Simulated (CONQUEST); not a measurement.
# Pb (P-1) in CONQUEST: convergence with smearing width

Aim: find how far smearing width must go before the results for Pb settle, at PBEsol. This setting moves, with any that are tied to it; all else stays.

Program: CONQUEST 1.3. These are calculated values, not measurements. Logs are shortened: lines on timing, memory, paths and dates and some standing lists are left out, and cuts for length are marked.

### 1 The cell of the first run

The typed cell holds 2 atoms: a = 3.500 Å, b = 3.500 Å, c = 4.950 Å, α = 90.00°, β = 90.00°, γ = 90.00°.

The cell isn't the ideal one: atoms moved at random.

### 2 With smearing width 0.4 eV

Contents of Conquest_input:

```
IO.Title Pb
IO.Coordinates coords.dat
IO.FractionalAtomicCoords T
IO.Iprint 2
IO.Iprint_init 1
General.NumberOfSpecies 1
General.PseudopotentialType hamann
AtomMove.TypeOfRun static
AtomMove.FullStress T
Grid.GridCutoff 120
DM.SolutionMethod diagon
Diag.MPMesh T
Diag.GammaCentred T
Diag.MPMeshX 8
Diag.MPMeshY 8
Diag.MPMeshZ 6
Diag.kT 0.01469973
minE.SCTolerance 1e-6
SC.MaxIters 100
IO.AtomChargeOutput T
%block ChemicalSpeciesLabel
1 207.200 Pb
%endblock
```

Contents of coords.dat:

```
    6.6144323279     0.0000000000     0.0000000000
    0.0000000000     6.6144323279     0.0000000000
    0.0000000000     0.0000000000     9.3542199059
2
 -0.0032030000  -0.0060150000   0.0031140000 1 T T T
  0.4982510000   0.4992010000   0.5001140000 1 T T T
```

Potentials or basis: PseudoDojo NC PBEsol, DZP, grid cutoff 120 Ha.

Started as:

```
$ OMP_NUM_THREADS=1 Conquest
```

Output:

```text
Simulation cell dimensions:     6.6144 a0 x     6.6144 a0 x     9.3542 a0

      Atomic coordinates (a0)
         Atom         X         Y         Z  Species
            1    6.5932    6.5746    0.0291        1
            2    3.2956    3.3019    4.6782        1

         Monkhorst-Pack mesh:   8 x   8 x   6 gamma-centred
        This calculation includes non-local pseudopotentials,
         with a maximum core radius of      7.54117217

    Job title: Pb
    Job to be run: static calculation

[... 5 lines left out ...]
      Using Fermi-Dirac smearing

    Integration grid size:     36 x   36 x   48

    Integration grid spacing:  0.184 a0 x 0.184 a0 x 0.195 a0

    Number of species:  1
    --------------------------------------------------------
    |   #  mass (au)  Charge (e)  SF Rad (a0)  NSF  Label  |
    --------------------------------------------------------
    |   1    207.200      14.000        7.795   18  Pb     |
    --------------------------------------------------------
          SCF tolerance:                 0.00000100
          SCF iterations:               100

    LibXC version:  6. 2. 2
    Using the GGA functional Perdew, Burke & Ernzerhof SOL
    Using the GGA functional Perdew, Burke & Ernzerhof SOL

           radial cut-off to be used is taken to be max PAO cut-off radius for this species:    7.541172

           greatest ang. mom. for making density from PAOs:  2
    Minimum blocs/proc is      972. Maximum blocs/proc is      972
    set_atom_dens: In set_atomic_density, electrons :      28.000000000000
 matrix_size & matrix_size_padH =           36          36

    Screened ion int: energy:    -106.234704109932 Ha

    new_SC_potl: Starting.  Tolerance:  0.10000E-05

    PulayMixSC: Starting Pulay mixing, A_up =  0.500 A_dn =  0.500
    PulayMixSC: Spin non-polarised calculation.
          Harris-Foulkes Energy            :      -140.508941603824667 Ha
          GroundState Energy (E-(1/2)TS)   :      -140.518972137202468 Ha
          Free Energy (E-TS)               :      -140.529002670580297 Ha
          DFT Total Energy                 :      -140.501047222262116 Ha
          Total number of electrons        :        27.999999999999737
    PulayMixSC: Pulay iteration     1 residual:              0.13435E-02
          Harris-Foulkes Energy            :      -140.504181240429659 Ha
          GroundState Energy (E-(1/2)TS)   :      -140.514223091921224 Ha
          Free Energy (E-TS)               :      -140.524264943412788 Ha
          DFT Total Energy                 :      -140.503842880916977 Ha
          Total number of electrons        :        28.000021915344536
    PulayMixSC: Pulay iteration     2 residual:              0.28081E-03
          Harris-Foulkes Energy            :      -140.503961062668111 Ha
          GroundState Energy (E-(1/2)TS)   :      -140.514005194902410 Ha
          Free Energy (E-TS)               :      -140.524049327136709 Ha
          DFT Total Energy                 :      -140.503958211411089 Ha
          Total number of electrons        :        28.000033407214222
    PulayMixSC: Pulay iteration     3 residual:              0.83614E-04
          Harris-Foulkes Energy            :      -140.503959351459883 Ha
          GroundState Energy (E-(1/2)TS)   :      -140.514002990565615 Ha
          Free Energy (E-TS)               :      -140.524046629671346 Ha
          DFT Total Energy                 :      -140.503959243870213 Ha
          Total number of electrons        :        28.000042761168572
    PulayMixSC: Pulay iteration     4 residual:              0.37469E-05
          Harris-Foulkes Energy            :      -140.503959249904540 Ha
          GroundState Energy (E-(1/2)TS)   :      -140.514002841295564 Ha
          Free Energy (E-TS)               :      -140.524046432686617 Ha
          DFT Total Energy                 :      -140.503959248851800 Ha
          Total number of electrons        :        28.000042148344594
    PulayMixSC: Pulay iteration     5 residual:              0.62486E-06
    PulayMixSC: Reached SCF tolerance of  0.62486E-06 after      5 iterations
      | Number of electrons      =        28.000042
      |* band energy as 2Tr[K.H] =       -17.958432272866411 Ha
      |  screened ion-ion energy =      -106.234704109931698 Ha
      |  Ha correction           =         0.634575928318811 Ha
      |  XC correction           =       -16.945394705656085 Ha
      | GS Energy as E-(1/2)TS   =      -140.514002841295564 Ha
      | Free Energy as E-TS      =      -140.524046432686617 Ha
      |* Harris-Foulkes energy   =      -140.503959249904540 Ha
      |* DFT total energy        =      -140.503959248851800 Ha
      |  estimated accuracy      =        -0.000000001052740 Ha

    force: Forces on atoms (Ha/a0)
    force:  Atom   X              Y              Z
    force:     1  -0.0002083170  -0.0000347819  -0.0006635980
    force:     2  -0.0003215339  -0.0003908859   0.0006786138

    force: Maximum force :        0.00067861(Ha/a0) on atom         2 in z direction
    force: Force Residual:        0.00077513 Ha/a0
    force: Total stress:         -0.82354272    -0.01025920    -0.00021952 GPa
                            -0.01025920    -0.78600742     0.00772595
                            -0.00021952     0.00772595    -0.90646085
    force: Average pressure:      0.83867033 GPa

    force: Finished force
    get_E_and_F: Change in energy during last step of electronic optimisation:  0.10156E-06

    BIBLIOGRAPHY: Please consider citing the following references in the conquest.bib file

    CONQUEST:         Bowler2002pt, Miyazaki2004, Nakata2020
    Basis:            Bowler2019
    DM:               Bowler:2006xr
    Pseudopotentials: Hamann2013, Bowler2019
    XC references from LibXC:
```

It took 40 s on 1 thread of Intel Xeon at 2.80GHz (Skylake/Cascade Lake), shared host; peak memory 0.44 GiB.

Results:

* Free energy: -3823.8541 eV
* Pressure: 0.8 GPa
* Largest force: 0.044 eV/Å
* Band gap on the k mesh: none (metal or under the smearing width)

### 3 With smearing width 0.3 eV

Changes to Conquest_input since step 2:

```diff
@@ -16,3 +16,3 @@
 Diag.MPMeshZ 6
-Diag.kT 0.01469973
+Diag.kT 0.01102480
 minE.SCTolerance 1e-6
```

coords.dat is that of step 2.

Potentials or basis: PseudoDojo NC PBEsol, DZP, grid cutoff 120 Ha.

Started as:

```
$ OMP_NUM_THREADS=1 Conquest
```

It took 41 s on 1 thread of Intel Xeon at 2.80GHz (Skylake/Cascade Lake), shared host; peak memory 0.44 GiB.

The run converged. Its results:

- Free energy: -3823.7358 eV
- Pressure: 0.6 GPa
- Largest force: 0.044 eV/Å
- Band gap on the k mesh: none (metal or under the smearing width)

### 4 With smearing width 0.2 eV

Changes to Conquest_input since step 3:

```diff
@@ -16,3 +16,3 @@
 Diag.MPMeshZ 6
-Diag.kT 0.01102480
+Diag.kT 0.00734986
 minE.SCTolerance 1e-6
```

coords.dat is that of step 3.

Started as:

```
$ OMP_NUM_THREADS=1 Conquest
```

It took 42 s on 1 thread of Intel Xeon at 2.80GHz (Skylake/Cascade Lake), shared host; peak memory 0.44 GiB.

It converged, with:

```
Free energy            : -3823.6536 eV
Pressure               : 0.4 GPa
Largest force          : 0.044 eV/Å
Band gap on the k mesh : none (metal or under the smearing width)
```

### 5 With smearing width 0.1 eV

Changes to Conquest_input since step 4:

```diff
@@ -16,3 +16,3 @@
 Diag.MPMeshZ 6
-Diag.kT 0.00734986
+Diag.kT 0.00367493
 minE.SCTolerance 1e-6
```

coords.dat is that of step 4.

Started as:

```
$ OMP_NUM_THREADS=1 Conquest
```

Wall time 43 s (1 thread of Intel Xeon at 2.80GHz (Skylake/Cascade Lake), shared host); peak memory 0.44 GiB.

Results (log left out):

```yaml
Free_energy: -3823.6061 eV
Pressure: 0.3 GPa
Largest_force: 0.046 eV/Å
Band_gap_on_the_k_mesh: none (metal or under the smearing width)
```

### 6 With smearing width 0.05 eV

Changes to Conquest_input since step 5:

```diff
@@ -16,3 +16,3 @@
 Diag.MPMeshZ 6
-Diag.kT 0.00367493
+Diag.kT 0.00183747
 minE.SCTolerance 1e-6
```

coords.dat is that of step 5.

Potentials or basis: PseudoDojo NC PBEsol, DZP, grid cutoff 120 Ha.

Started as:

```
$ OMP_NUM_THREADS=1 Conquest
```

It took 42 s on 1 thread of Intel Xeon at 2.80GHz (Skylake/Cascade Lake), shared host; peak memory 0.44 GiB.

It converged, with:

| Property | Result |
| --- | --- |
| Free energy | -3823.5929 eV |
| Pressure | 0.2 GPa |
| Largest force | 0.045 eV/Å |
| Band gap on the k mesh | none (metal or under the smearing width) |

### 7 With smearing width 0.025 eV

Changes to Conquest_input since step 6:

```diff
@@ -16,3 +16,3 @@
 Diag.MPMeshZ 6
-Diag.kT 0.00183747
+Diag.kT 0.00091873
 minE.SCTolerance 1e-6
```

coords.dat is that of step 6.

Started as:

```
$ OMP_NUM_THREADS=1 Conquest
```

It took 42 s on 1 thread of Intel Xeon at 2.80GHz (Skylake/Cascade Lake), shared host; peak memory 0.44 GiB.

It converged, with:

```
Free energy            : -3823.5886 eV
Pressure               : 0.1 GPa
Largest force          : 0.045 eV/Å
Band gap on the k mesh : none (metal or under the smearing width)
```

### 8 With smearing width 0.01 eV

Changes to Conquest_input since step 7:

```diff
@@ -16,3 +16,3 @@
 Diag.MPMeshZ 6
-Diag.kT 0.00091873
+Diag.kT 0.00036749
 minE.SCTolerance 1e-6
```

coords.dat is that of step 7.

Started as:

```
$ OMP_NUM_THREADS=1 Conquest
```

Run time: 42 s. Hardware: 1 thread of Intel Xeon at 2.80GHz (Skylake/Cascade Lake), shared host; peak memory 0.44 GiB.

Results (log left out):

```yaml
Free_energy: -3823.5869 eV
Pressure: 0.1 GPa
Largest_force: 0.044 eV/Å
Band_gap_on_the_k_mesh: none (metal or under the smearing width)
```

### 9 With smearing width 0.005 eV

Changes to Conquest_input since step 8:

```diff
@@ -16,3 +16,3 @@
 Diag.MPMeshZ 6
-Diag.kT 0.00036749
+Diag.kT 0.00018375
 minE.SCTolerance 1e-6
```

coords.dat is that of step 8.

Potentials or basis: PseudoDojo NC PBEsol, DZP, grid cutoff 120 Ha.

Started as:

```
$ OMP_NUM_THREADS=1 Conquest
```

It took 42 s on 1 thread of Intel Xeon at 2.80GHz (Skylake/Cascade Lake), shared host; peak memory 0.44 GiB.

The run converged. Its results:

| Property | Result |
| --- | --- |
| Free energy | -3823.5865 eV |
| Pressure | 0.1 GPa |
| Largest force | 0.044 eV/Å |
| Band gap on the k mesh | none (metal or under the smearing width) |

### 10 The series at a glance

| smearing width | energy less the tightest run, at zero smearing (meV/atom) | pressure (GPa) | largest force (eV/Å) | SCF cycles | CPU time (s) | peak memory (GiB) |
| --- | --- | --- | --- | --- | --- | --- |
| 0.4 eV | 2.75 | 0.84 | 0.044 | 5 | 40 | 0.44 |
| 0.3 eV | 0.32 | 0.59 | 0.044 | 5 | 41 | 0.44 |
| 0.2 eV | -1.47 | 0.41 | 0.044 | 5 | 42 | 0.44 |
| 0.1 eV | -1.85 | 0.28 | 0.046 | 5 | 43 | 0.44 |
| 0.05 eV | -0.74 | 0.19 | 0.045 | 5 | 42 | 0.44 |
| 0.025 eV | -0.27 | 0.13 | 0.045 | 5 | 42 | 0.44 |
| 0.01 eV | -0.05 | 0.10 | 0.044 | 5 | 42 | 0.44 |
| 0.005 eV | 0.00 | 0.09 | 0.044 | 5 | 42 | 0.44 |

Against the tightest run, the energy stays within 1 meV/atom from 0.05 eV on; the pressure stays within 0.1 GPa from 0.025 eV on; the largest force stays within 0.005 eV/Å from 0.4 eV on. Narrower smearing needs a denser k mesh, so at a fixed mesh the narrowest width isn't the most accurate. The tightest run that finished is the yardstick and may itself not be fully converged.

Caveats: the basis of atomic orbitals isn't converged, which shifts pressures, moduli and gaps.
